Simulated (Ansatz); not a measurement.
**KF under compression and expansion**

```xyz
2
Lattice="0.0000 2.7099 2.7099 2.7099 0.0000 2.7099 2.7099 2.7099 0.0000" Properties=species:S:1:pos:R:3 pbc="T T T"
K     0.0000    0.0000    0.0000
F     2.7099    2.7099    2.7099
```

The structure comes from a relaxation in the same program, started in the rocksalt type, and has space group Fm-3m. Whether it is a known phase or the ground state wasn't checked.

Levels of theory: DFT, PBE, all-electron LAPW, scalar-relativistic (Ansatz 0.2.0); DFT, PBE, PAW with Ansatz's default frozen-core files, scalar-relativistic (Ansatz 0.2.0).

For LAPW: a Γ-centred 16×16×16 k mesh, Fermi–Dirac smearing of 0.08 eV, basis error target 1 meV/atom, no spin polarisation. PAW takes a cutoff of 420 eV at this cell. The Ansatz runs share mesh, smearing and spin set-up. Plane-wave (PAW) pressures include the program's estimate of the Pulay term.

The cell above is scaled evenly, with fractional coordinates and shape held.

```json
{"V/V(cell)": "0.9500", "V (Å³/atom)": "18.905", "P, LAPW (GPa)": "1.70", "P, PAW (GPa)": "1.70", "gap on the k mesh, LAPW (eV)": "6.22"}
{"V/V(cell)": "0.9750", "V (Å³/atom)": "19.403", "P, LAPW (GPa)": "0.80", "P, PAW (GPa)": "0.80", "gap on the k mesh, LAPW (eV)": "6.09"}
{"V/V(cell)": "1.0000", "V (Å³/atom)": "19.900", "P, LAPW (GPa)": "0.02", "P, PAW (GPa)": "0.02", "gap on the k mesh, LAPW (eV)": "5.96"}
{"V/V(cell)": "1.0250", "V (Å³/atom)": "20.398", "P, LAPW (GPa)": "-0.66", "P, PAW (GPa)": "-0.66", "gap on the k mesh, LAPW (eV)": "5.84"}
{"V/V(cell)": "1.0500", "V (Å³/atom)": "20.895", "P, LAPW (GPa)": "-1.24", "P, PAW (GPa)": "-1.24", "gap on the k mesh, LAPW (eV)": "5.72"}
```

Question: What do Birch–Murnaghan fits to the pressures give?

Answer: LAPW: V0 = 19.91 Å³/atom, B0 = 29 GPa, B0′ = 4.8; PAW: V0 = 19.91 Å³/atom, B0 = 29 GPa, B0′ = 4.8.

PAW's V0 lies 0.00 % from the all-electron value and its B0 0.0 %. Symmetry fixes shape and coordinates here, so this is the relaxed modulus.
